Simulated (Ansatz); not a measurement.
# MgI2: the cost of one run

All numbers below are computed with Ansatz 0.2.0 (DFT LDA, plane waves, PAW, scalar-relativistic, no spin polarisation).

The COD entry's cell or inner coordinates are ideal or old and differ from later refinements, so a difference from it is no clean test against experiment.

### Step 1. The system as given

The cell holds 18 atoms (I12Mg6): a = 8.363 Å, b = 12.544 Å, c = 6.949 Å, α = 90.00°, β = 90.00°, γ = 120.00°.

As a file:

```xyz
18
Lattice="8.3628 0.0000 0.0000 -6.2721 10.8636 0.0000 0.0000 0.0000 6.9488" Properties=species:S:1:pos:R:3 pbc="T T T"
Mg    0.0000    0.0000    0.0000
I     0.0000    2.4141    1.7372
I     2.0907    1.2071    5.2116
Mg   -2.0907    3.6212    0.0000
I    -2.0907    6.0353    1.7372
I     0.0000    4.8283    5.2116
Mg   -4.1814    7.2424    0.0000
I    -4.1814    9.6565    1.7372
I    -2.0907    8.4495    5.2116
Mg    4.1814    0.0000    0.0000
I     4.1814    2.4141    1.7372
I     6.2721    1.2071    5.2116
Mg    2.0907    3.6212    0.0000
I     2.0907    6.0353    1.7372
I     4.1814    4.8283    5.2116
Mg    0.0000    7.2424    0.0000
I     0.0000    9.6565    1.7372
I     2.0907    8.4495    5.2116
```

### Step 2. Run 1

80 steps of 3 fs under a Langevin thermostat and barostat at 900 K and 1 GPa.

input.yaml reads:

```yaml
accuracy: low
crystal:
  lattice:
    - [8.3628, 0.0, 0.0]
    - [-6.2721, 10.863596, 0.0]
    - [0.0, 0.0, 6.9488]
  atoms:
    - { symbol: Mg, position: [0.0, 0.0, 0.0] }
    - { symbol: I, position: [0.1666667, 0.2222222, 0.25] }
    - { symbol: I, position: [0.3333333, 0.1111111, 0.75] }
    - { symbol: Mg, position: [0.0, 0.3333333, 0.0] }
    - { symbol: I, position: [0.1666667, 0.5555556, 0.25] }
    - { symbol: I, position: [0.3333333, 0.4444444, 0.75] }
    - { symbol: Mg, position: [0.0, 0.6666667, 0.0] }
    - { symbol: I, position: [0.1666667, 0.8888889, 0.25] }
    - { symbol: I, position: [0.3333333, 0.7777778, 0.75] }
    - { symbol: Mg, position: [0.5, 0.0, 0.0] }
    - { symbol: I, position: [0.6666667, 0.2222222, 0.25] }
    - { symbol: I, position: [0.8333333, 0.1111111, 0.75] }
    - { symbol: Mg, position: [0.5, 0.3333333, 0.0] }
    - { symbol: I, position: [0.6666667, 0.5555556, 0.25] }
    - { symbol: I, position: [0.8333333, 0.4444444, 0.75] }
    - { symbol: Mg, position: [0.5, 0.6666667, 0.0] }
    - { symbol: I, position: [0.6666667, 0.8888889, 0.25] }
    - { symbol: I, position: [0.8333333, 0.7777778, 0.75] }
basis:
  ecutwfc: 420.0
kpoints:
  mp_grid: { grid: [1, 1, 1] }
hamiltonian:
  xc: lda
scf:
  occupations: { method: fermi_dirac, width: 0.05 }
  lower_state_search: "off"
md:
  timestep: 3.0
  n_steps: 80
  ensemble: npt_langevin
  temperature: 900.0
  initial_velocities: maxwell_boltzmann
  seed: 140041
  friction: 0.005
  pressure: 1.0
  fix_cell: [shape]
```

Started as:

```
$ ansatz run input.yaml --threads 2 --pin off --max-ram 5120MiB --backend cpu --events-out ev --progress --plain --runs-dir out
```

What time and memory should one allow on 2 threads of Intel Xeon at 2.50GHz (Skylake/Cascade Lake), shared host?

About 12 min, with a peak of 0.67 GiB.
